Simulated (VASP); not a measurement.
# Zn (P6_3/mmc) in VASP: further runs, part 3 of 3

VASP 6.6.1. Earlier steps stand in the parts before.

**5. Single point, PBEsol**

INCAR

```
SYSTEM = Zn
  PREC = Accurate
  ENCUT = 520
  EDIFF = 1E-6
  ISMEAR = 0
  SIGMA = 0.1
  LREAL = .False.
  LASPH = .True.
  NELM = 60
  ALGO = Fast
  ISIF = 2
  LWAVE = .False.
  LCHARG = .False.
  GGA = PS
  NBANDS = 19
```

KPOINTS

```
Automatic mesh
0
Gamma
  18 18 10
  0 0 0
```

POSCAR

```
Zn
1.0
    2.6143598000      0.0000000000      0.0000000000
   -1.3071799000      2.2641020000      0.0000000000
    0.0000000000      0.0000000000      4.8731610200
Zn
2
Direct
    0.3333333300      0.6666666700      0.2500000000
    0.6666666700      0.3333333300      0.7500000000
```

Potentials or basis: VASP PAW PBE potentials, release 64 (Zn).

The run is started by

```console
> cat potpaw_PBE.64/Zn/POTCAR > POTCAR
> mpirun -np 1 vasp_std > vasp.out
```

OUTCAR:

```text
SYSTEM = Zn
   PREC = Accurate
   ENCUT = 520
   EDIFF = 1E-6
   ISMEAR = 0
   LREAL = .False.
   LASPH = .True.
   NELM = 60
   ISIF = 2
   GGA = PS

 ion  position               nearest neighbor table
   1  0.333  0.667  0.250-   2 2.87   2 2.87   2 2.87   2 2.87   2 2.87   2 2.87
   2  0.667  0.333  0.750-   1 2.87   1 2.87   1 2.87   1 2.87   1 2.87   1 2.87

  LATTYP: Found a hexagonal cell.
 ALAT       =     2.6143598000
 C/A-ratio  =     1.8639978399

  Lattice vectors:

 A1 = (   2.6143598000,   0.0000000000,   0.0000000000)
 A2 = (  -1.3071799000,   2.2641020000,   0.0000000000)
 A3 = (   0.0000000000,   0.0000000000,   4.8731610200)

Analysis of symmetry for initial positions (statically):
=====================================================================
 Subroutine PRICEL returns:
 Original cell was already a primitive cell.

 Routine SETGRP: Setting up the symmetry group for a
 hexagonal supercell.

 Subroutine GETGRP returns: Found 24 space group operations
 (whereof 12 operations were pure point group operations)
 out of a pool of 24 trial point group operations.

The static configuration has the point symmetry D_3d.
 The point group associated with its full space group is D_6h.

Analysis of symmetry for dynamics (positions and initial velocities):
=====================================================================
 Subroutine PRICEL returns:
 Original cell was already a primitive cell.

 Routine SETGRP: Setting up the symmetry group for a
 hexagonal supercell.

 Subroutine GETGRP returns: Found 24 space group operations
 (whereof 12 operations were pure point group operations)
 out of a pool of 24 trial point group operations.

The dynamic configuration has the point symmetry D_3d.
 The point group associated with its full space group is D_6h.

 Subroutine INISYM returns: Found 24 space group operations
 (whereof 12 operations are pure point group operations),
 and found     1 'primitive' translations

----------------------------------------------------------------------------------------

                                     Primitive cell

  volume of cell :      28.8451

  direct lattice vectors                    reciprocal lattice vectors
     2.614359800  0.000000000  0.000000000     0.382502822  0.220838107  0.000000000
    -1.307179900  2.264102000  0.000000000     0.000000000  0.441676214  0.000000000
     0.000000000  0.000000000  4.873161020     0.000000000  0.000000000  0.205205614

  length of vectors
     2.614359800  2.614359799  4.873161020     0.441676214  0.441676214  0.205205614

  position of ions in fractional coordinates (direct lattice)
     0.333333330  0.666666670  0.250000000
     0.666666670  0.333333330  0.750000000

  ion indices of the primitive-cell ions
   primitive index   ion index
                 1           1
                 2           2

----------------------------------------------------------------------------------------

 KPOINTS: Automatic mesh

Automatic generation of k-mesh.
 Grid dimensions read from file:
 generate k-points for:   18   18   10

 Generating k-lattice:

  Cartesian coordinates                     Fractional coordinates (reciprocal lattice)
     0.021250157  0.012268784  0.000000000     0.055555556  0.000000000  0.000000000
     0.000000000  0.024537567  0.000000000     0.000000000  0.055555556  0.000000000
     0.000000000  0.000000000  0.020520561     0.000000000  0.000000000  0.100000000

  Length of vectors
     0.024537567  0.024537567  0.020520561

  Shift w.r.t. Gamma in fractional coordinates (k-lattice)
     0.000000000  0.000000000  0.000000000

 Subroutine IBZKPT returns following result:
 ===========================================

 Found    222 irreducible k-points:

 Following reciprocal coordinates:
            Coordinates               Weight
  0.000000  0.000000  0.000000      1.000000
  0.055556 -0.000000  0.000000      6.000000
  0.111111 -0.000000  0.000000      6.000000
  0.166667  0.000000  0.000000      6.000000
  0.222222  0.000000  0.000000      6.000000
  0.277778  0.000000  0.000000      6.000000
[... 16 lines left out ...]
  0.333333  0.111111  0.000000     12.000000
  0.388889  0.111111  0.000000     12.000000
 [... further k-points ...]
   k-points           NKPTS =    222   k-points in BZ     NKDIM =    222   number of bands    NBANDS=     19
   number of dos      NEDOS =    301   number of ions     NIONS =      2
   total plane-waves  NPLWV =  14400
   dimension x,y,z NGX =    20 NGY =   20 NGZ =   36
   dimension x,y,z NGXF=    40 NGYF=   40 NGZF=   72
   ions per type =               2
   NGX,Y,Z   is equivalent  to a cutoff of  12.72, 12.72, 12.28 a.u.
   NGXF,Y,Z  is equivalent  to a cutoff of  25.44, 25.44, 24.56 a.u.
 SYSTEM =  Zn
   PREC   = accura    normal or accurate (medium, high low for compatibility)
   ISTART =      0    job   : 0-new  1-cont  2-samecut
   ICHARG =      2    charge: 1-file 2-atom 10-const
   ISPIN  =      1    spin polarized calculation?
   LNONCOLLINEAR =      F non collinear calculations
   LSORBIT =      F    spin-orbit coupling
   LASPH  =      T    aspherical Exc in radial PAW
   ENCUT  =  520.0 eV  38.22 Ry    6.18 a.u.   4.86  4.86  9.06*2*pi/ulx,y,z
   NELM   =     60;   NELMIN=  2; NELMDL= -5     # of ELM steps
   EDIFF  = 0.1E-05   stopping-criterion for ELM
   LREAL  =      F    real-space projection
   EDIFFG = 0.1E-04   stopping-criterion for IOM
   NSW    =      0    number of steps for IOM
   IBRION =     -1    ionic relax: 0-MD 1-quasi-New 2-CG
   NFREE  =      0    steps in history (QN), initial steepest desc. (CG)
   ISIF   =      2    stress and relaxation
   ISYM   =      2    0-nonsym 1-usesym 2-fastsym
   POTIM  = 0.5000    time-step for ionic-motion
   TEBEG  =    0.0;   TEEND  =   0.0 temperature during run
   PSTRESS=    0.0 pullay stress
   NELECT =      24.0000    total number of electrons
   NUPDOWN=      -1.0000    fix difference up-down
   EMIN   =  10.00;   EMAX   =-10.00  energy-range for DOS
   EFERMI =   0.00;   METHOD = LEGACY
   ISMEAR =     0;   SIGMA  =   0.10  broadening in eV -4-tet -1-fermi 0-gaus
   EFERMI_NEDOS =   21; number of points for ismear=-14 and -15
   IALGO  =     68    algorithm
   IMIX   =      4    mixing-type and parameters
     AMIX     =   0.40;   BMIX     =  1.00
     AMIX_MAG =   1.60;   BMIX_MAG =  1.00
  volume/ion in A,a.u.               =      14.42        97.33
  Fermi-wavevector in a.u.,A,eV,Ry     =   1.539765  2.909735 32.257744  2.370877
  Thomas-Fermi vector in A             =   2.645947
   LORBIT       =      0    0 simple, 1 ext, 2 COOP (PROOUT), +10 PAW based schemes
   GGA     = PS    functional components
   LHFCALC =     F    Hartree Fock is set to
   AEXX    =    0.0000 exact exchange contribution
   IVDW    =     0    specifies the selected vdW correction
   LEPSILON=     F    determine dielectric tensor
   LRPA    =     F    only Hartree local field effects (RPA)
 non-spin polarized calculation
 RMM-DIIS sequential band-by-band and
 Gauss-broadening in eV      SIGMA  =   0.10
  energy-cutoff  :      520.00
  volume of cell :       28.85
 maximum number of plane-waves:       798
 NGX is ok and might be reduce to    20
   NGX =  9   NGY =  9   NGZ = 19

 number of electron      24.0000032 magnetization

 Free energy of the ion-electron system (eV)
  ---------------------------------------------------
  ext. energy  EPLUGINS =         0.00000000
  ---------------------------------------------------
  free energy    TOTEN  =        -3.17265600 eV

  energy without entropy =       -3.17174732  energy(sigma->0) =       -3.17220166

 E-fermi :   3.3749     XC(G=0): -11.9816

 val. band max:        3.2814468584   @ k =   0.3889   0.0000   0.0000
 cond. band min:       3.3964081240   @ k =   0.1111   0.0556   0.2000
 fundamental gap:      0.1149612655
 Fermi energy:         3.3748812564

 k-point     1 :       0.0000    0.0000    0.0000
  band No.  band energies     occupation
      1      -7.5248      2.00000
      2      -5.5281      2.00000
      3      -4.7335      2.00000
      4      -4.4751      2.00000
      5      -4.4751      2.00000
      6      -4.4202      2.00000
[... 11 lines left out ...]
     18      23.0772      0.00000
     19      23.1632      0.00000
[... 489 lines left out ...]
      3      -4.9789      2.00000
      4      -4.4787      2.00000
      5      -4.3371      2.00000
      6      -4.3208      2.00000
[... 11 lines left out ...]
     18      16.8528      0.00000
     19      18.0736      0.00000

 [... further k-points ...]

------------------------ aborting loop because EDIFF is reached ----------------------------------------

  FORCE on cell =-STRESS in cart. coord.  units (eV):
  Direction    XX          YY          ZZ          XY          YZ          ZX
  --------------------------------------------------------------------------------------
  -------------------------------------------------------------------------------------
  Total       -0.2125644     -0.2125644      0.1390134      0.0000000     -0.0000000      0.0000000
  in kB      -11.8067154    -11.8067154      7.7213847      0.0000000     -0.0000000      0.0000000
  external PRESSURE =      -5.2973487 kB  Pullay stress =       0.0000000 kB

 VOLUME and BASIS-vectors are now :
 -----------------------------------------------------------------------------
  energy-cutoff  :      520.00
  volume of cell :       28.85
      direct lattice vectors                 reciprocal lattice vectors
     2.614359800  0.000000000  0.000000000     0.382502822  0.220838107  0.000000000
    -1.307179900  2.264102000  0.000000000     0.000000000  0.441676214  0.000000000
     0.000000000  0.000000000  4.873161020     0.000000000  0.000000000  0.205205614

 POSITION                                       TOTAL-FORCE (eV/Angst)
 -----------------------------------------------------------------------------------
     -0.00000      1.50940      1.21829         0.000000     -0.000000      0.000000
      1.30718      0.75470      3.65487        -0.000000      0.000000      0.000000
 -----------------------------------------------------------------------------------
    total drift:                               -0.000001      0.000000      0.000000

  FREE ENERGIE OF THE ION-ELECTRON SYSTEM (eV)
  ---------------------------------------------------
  free  energy   TOTEN  =        -3.1726559963 eV

  energy  without entropy=       -3.1717473203  energy(sigma->0) =       -3.17220166
```

Run time: 84 s. Hardware: 1 thread of AMD EPYC 7R43 (Zen 3), shared host; peak memory 0.18 GiB.

Results:

* Free energy: -3.1727 eV
* Pressure: -0.5 GPa
* Band gap on the k mesh: none (metal or under the smearing width)

Caveat: the PAW data sets were made with another functional, which shifts forces and pressure a little.

**6. Summary**

| task | level | cell | k mesh | cutoff (eV) | mesh quality | gap on the mesh (eV) | pressure (GPa) | relaxed volume (Å³/atom) |
| --- | --- | --- | --- | --- | --- | --- | --- | --- |
| relaxation of cell and atoms | PBE+D3(BJ) | relaxed | 18 × 18 × 10 | 600 | not flagged | none | 0.0 | 14.40 |
| relaxation of cell and atoms | PBEsol | relaxed | 6 × 6 × 4 | 600 | coarse | none | 0.0 | 15.06 |
| single point | PBEsol | as given | 18 × 18 × 10 | 520 | not flagged | none | -0.5 | - |

Alike in all rows: potentials or basis VASP PAW PBE potentials, release 64 (Zn); no spin polarisation; smearing gaussian 0.1 eV.

Caveats: some runs use coarse meshes; the PAW data sets were made with another functional, which shifts forces and pressure a little (some runs); pairwise dispersion overbinds metals, which lowers pressure and volume (some runs).

Total energies depend on the potentials used, so only differences within one code and one set of settings carry meaning.
